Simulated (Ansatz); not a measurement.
Crystal: InSe.

```
In Se
1.0
     2.00000    1.15470    8.44000
    -2.00000    1.15470    8.44000
     0.00000   -2.30940    8.44000
In Se
2 2
Direct
  0.88860 0.88860 0.88860
  0.00000 0.00000 0.00000
  0.17190 0.17190 0.17190
  0.38350 0.38350 0.38350
```

* Program: Ansatz 0.2.0
* Task: single point
* Functional: PBE
* Potentials or basis: Ansatz PAW
* Cutoff: 420 eV (not typed: the program's choice for these potentials)
* k mesh: 8 × 8 × 8
* Occupations: fermi-dirac, width 0.05 eV
* Spin: no spin polarisation

On this cell: pressure 2.7 GPa; largest force 0.365 eV/Å; band gap on the k mesh 0.44 eV, direct.

The same run follows on a disturbed copy (atoms moved at random, drawn with an rms of 0.05 Å):

```
In Se
1.0
     2.00000    1.15470    8.44000
    -2.00000    1.15470    8.44000
     0.00000   -2.30940    8.44000
In Se
2 2
Direct
  0.90263 0.88376 0.88154
  0.98127 0.99704 0.01686
  0.15968 0.17080 0.18013
  0.38667 0.37250 0.38690
```

Problem. What does the disturbed cell give?

Solution. The energy moves by +7.3 meV/atom; pressure 2.5 GPa; largest force 0.506 eV/Å; band gap on the k mesh 0.54 eV, direct.

Forces on the atoms (eV/Å):
```
In  -0.227 -0.280 -0.262
In   0.344  0.250 -0.081
Se   0.240  0.279  0.086
Se  -0.357 -0.250  0.257
```

Stress tensor (GPa, compression positive):
```
 2.57  0.15 -1.04
 0.15  2.59 -0.90
-1.04 -0.90  2.44
```

Caveats: spin-orbit coupling is left out, which moves the levels of the heavy elements.

A k mesh can miss the band edges.
